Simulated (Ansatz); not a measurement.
# HfSiO4 (Hafnon): band structure with PBEsol

HfSiO4 (Hafnon):

```
Hf Si O
1.0
    -3.28625    3.28625    2.98160
     3.28625   -3.28625    2.98160
     3.28625    3.28625   -2.98160
Hf Si O
2 2 8
Cartesian
  0.0000 0.0000 0.0000
  0.0000 3.2862 1.4908
  0.0000 0.0000 2.9816
  3.2862 0.0000 1.4908
  2.0736 3.2862 1.0746
  3.2863 -1.2126 2.5654
  1.2126 0.0000 4.0562
  3.2862 1.2126 2.5654
  2.0736 0.0000 0.4162
  0.0000 1.2126 1.9070
  4.4989 0.0000 0.4162
  3.2862 2.0736 -1.0746
```

```
Program                             : Ansatz 0.2.0
Task                                : band structure
Functional                          : PBEsol
Potentials or basis                 : Ansatz PAW
Cutoff                              : 420 eV (not typed: the program's choice for these potentials)
k mesh                              : 6 × 6 × 6
Occupations                         : fermi-dirac, width 0.05 eV
Spin                                : no spin polarisation
Path                                : [["G", "X", "M", "G", "Z", "P", "N", "Z1", "M"], ["X", "P"]]
Points for each segment of the path : 10
```

| Item | Value |
| --- | --- |
| Pressure | 1.3 GPa |
| Largest force | 0.443 eV/Å |
| Band gap on the k mesh | 5.36 eV, indirect (least direct gap 5.72 eV) |
| Band gap along the path | 5.35 eV, indirect (least direct gap 5.74 eV) |

Forces in eV/Å, atoms in the order of the input:
```
Hf   0.000  0.000  0.000
Hf   0.000  0.000  0.000
Si   0.000  0.000  0.000
Si   0.000  0.000  0.000
O   -0.313  0.000  0.314
O    0.000 -0.313  0.314
O    0.313  0.000  0.314
O    0.000  0.313  0.314
O   -0.313  0.000 -0.314
O    0.000  0.313 -0.314
O    0.313  0.000 -0.314
O    0.000 -0.313 -0.314
```

Stress tensor (GPa, compression positive):
```
1.24 0.00 0.00
0.00 1.24 0.00
0.00 0.00 1.46
```

Levels at the corners of the path, in eV from the valence-band top:
| point | band 51 | band 52 | band 53 | band 54 | band 55 | band 56 | band 57 | band 58 |
| --- | --- | --- | --- | --- | --- | --- | --- | --- |
| Γ | -0.57 | -0.57 | -0.55 | 0.00 | 5.76 | 6.03 | 6.09 | 6.22 |
| X | -0.92 | -0.92 | -0.60 | -0.60 | 5.36 | 5.36 | 6.49 | 6.49 |
| M | -1.10 | -1.10 | -0.87 | -0.87 | 6.24 | 6.24 | 6.60 | 6.60 |
| Γ | -0.57 | -0.57 | -0.55 | 0.00 | 5.76 | 6.03 | 6.09 | 6.22 |
| Z | -1.03 | -1.03 | -0.82 | -0.82 | 6.15 | 6.32 | 6.49 | 6.74 |
| P | -1.14 | -1.14 | -0.51 | -0.51 | 5.37 | 5.37 | 6.73 | 6.73 |
| N | -0.94 | -0.83 | -0.26 | -0.19 | 5.64 | 5.79 | 6.56 | 6.75 |
| Z1 | -1.03 | -1.03 | -0.82 | -0.82 | 6.15 | 6.32 | 6.49 | 6.74 |
| M | -1.10 | -1.10 | -0.87 | -0.87 | 6.24 | 6.24 | 6.60 | 6.60 |
| X | -0.92 | -0.92 | -0.60 | -0.60 | 5.36 | 5.36 | 6.49 | 6.49 |
| P | -1.14 | -1.14 | -0.51 | -0.51 | 5.37 | 5.37 | 6.73 | 6.73 |

It took 22 s on 4 threads of Arm Neoverse V1, on a shared host, peak memory 0.83 GiB.

Caveat: the pressure holds a Pulay correction of +0.8 GPa for the finite cutoff; spin-orbit coupling is left out, which moves the levels of the heavy elements; the PAW data sets come from PBE, with cores solved anew for the run's functional, which leaves a small shift of forces and pressure.
